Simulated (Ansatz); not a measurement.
**Al2ZnO4: the band gap up the ladder of functionals**

An exercise on one series of results from a longer session: the logs are not shown, and one member is left open.

The runs shown are made with Ansatz 0.2.0. PAW datasets, plane waves. Calculated at 0 K for a non-magnetic cell.

### The structure to begin with

The cell was relaxed beforehand with r2SCAN.

It is cubic, Fd-3m (No. 227); a = 8.079 Å in the conventional setting, 9.41 Å³ an atom. Al has 6 O at 1.91 Å; Zn has 4 O at 1.95 Å; O has 3 Al at 1.91 Å and 1 Zn at 1.95 Å.

The structure in full:

```cif
data_structure
_symmetry_space_group_name_H-M 'P 1'
_symmetry_Int_Tables_number 1
_cell_length_a 5.7124
_cell_length_b 5.7124
_cell_length_c 5.7124
_cell_angle_alpha 60.000
_cell_angle_beta 60.000
_cell_angle_gamma 60.000
_cell_volume 131.81
loop_
_atom_site_label
_atom_site_type_symbol
_atom_site_fract_x
_atom_site_fract_y
_atom_site_fract_z
_atom_site_occupancy
Al1 Al 0.12500 0.12500 0.12500 1
Al2 Al 0.62500 0.12500 0.12500 1
Al3 Al 0.12500 0.12500 0.62500 1
Al4 Al 0.12500 0.62500 0.12500 1
Zn1 Zn 0.75000 0.75000 0.75000 1
Zn2 Zn 0.50000 0.50000 0.50000 1
O1 O 0.88914 0.88914 0.88914 1
O2 O 0.91741 0.36086 0.36086 1
O3 O 0.88914 0.88914 0.33259 1
O4 O 0.36086 0.91741 0.36086 1
O5 O 0.33259 0.88914 0.88914 1
O6 O 0.36086 0.36086 0.36086 1
O7 O 0.88914 0.33259 0.88914 1
O8 O 0.36086 0.36086 0.91741 1
```

Set-up of the first run:

The input, input.yaml:

```yaml
crystal:
  lattice:
    - [0.0, 4.0392899519, 4.0392899519]
    - [4.0392899519, 0.0, 4.0392899519]
    - [4.0392899519, 4.0392899519, 0.0]
  atoms:
    - { symbol: Al, position: [0.125, 0.125, 0.125] }
    - { symbol: Al, position: [0.625, 0.125, 0.125] }
    - { symbol: Al, position: [0.125, 0.125, 0.625] }
    - { symbol: Al, position: [0.125, 0.625, 0.125] }
    - { symbol: Zn, position: [0.75, 0.75, 0.75] }
    - { symbol: Zn, position: [0.5, 0.5, 0.5] }
    - { symbol: O, position: [0.8891360142, 0.8891360142, 0.8891360142] }
    - { symbol: O, position: [0.9174080425, 0.3608639858, 0.3608639858] }
    - { symbol: O, position: [0.8891360142, 0.8891360142, 0.3325919575] }
    - { symbol: O, position: [0.3608639858, 0.9174080425, 0.3608639858] }
    - { symbol: O, position: [0.3325919575, 0.8891360142, 0.8891360142] }
    - { symbol: O, position: [0.3608639858, 0.3608639858, 0.3608639858] }
    - { symbol: O, position: [0.8891360142, 0.3325919575, 0.8891360142] }
    - { symbol: O, position: [0.3608639858, 0.3608639858, 0.9174080425] }
kpoints:
  mp_grid: { grid: [6, 6, 6] }
  band_path:
    path:
      - [[0.0, 0.0, 0.0], [0.5, 1.576815508886e-36, 0.5], [0.625, 0.25, 0.625]]
      - [[0.375, 0.375, 0.75], [0.0, 0.0, 0.0], [0.5, 0.5, 0.5], [0.5, 0.25, 0.75], [0.5, 1.576815508886e-36, 0.5]]
    npoints: 10
hamiltonian:
  xc: pbe
scf:
  occupations: { method: fermi_dirac, width: 0.02 }
  n_extra_bands: 7
output:
  forces: true
  stress: true
  eigenvalues: true
```

Launch:

```sh
> ansatz run input.yaml --threads 8 --pin off --max-ram 20275MiB --backend cpu --events-out ev --progress --plain --runs-dir out
```

Steps of the session up to this table: Band structure with PBE; Single point with r2SCAN; HSE06 at the same geometry; PBE0 at the same geometry; LDA at the same geometry; DDH-PBE0; Single point with LC-ωPBE.

One of the session's tables, all rows but one given; the rest of the session is left out.

```
   level  gap (eV)
     PBE         ?
  r2SCAN      4.77
   HSE06      5.99
    PBE0      6.72
     LDA      4.04
DDH-PBE0      7.16
 LC-ωPBE     11.63
```

Estimate the missing values for PBE.

The run gave: gap (eV): 4.11. In the column «gap (eV)» it lies between LDA (4.04) and r2SCAN (4.77).

Meshes: PBE 6×6×6, r2SCAN 6×6×6, HSE06 4×4×4, PBE0 4×4×4, LDA 6×6×6, DDH-PBE0 4×4×4, LC-ωPBE 4×4×4.

The gap runs from 4.04 eV (LDA) to 11.63 eV (LC-ωPBE). PBE reaches 69 % of the HSE06 value, and r2SCAN 80 %. PBE0 lies 0.73 eV above HSE06, which differs from it by screening the long-range exchange.

To keep in mind: Warnings in the runs' records: stress exchange threshold loose, stress scf threshold loose.
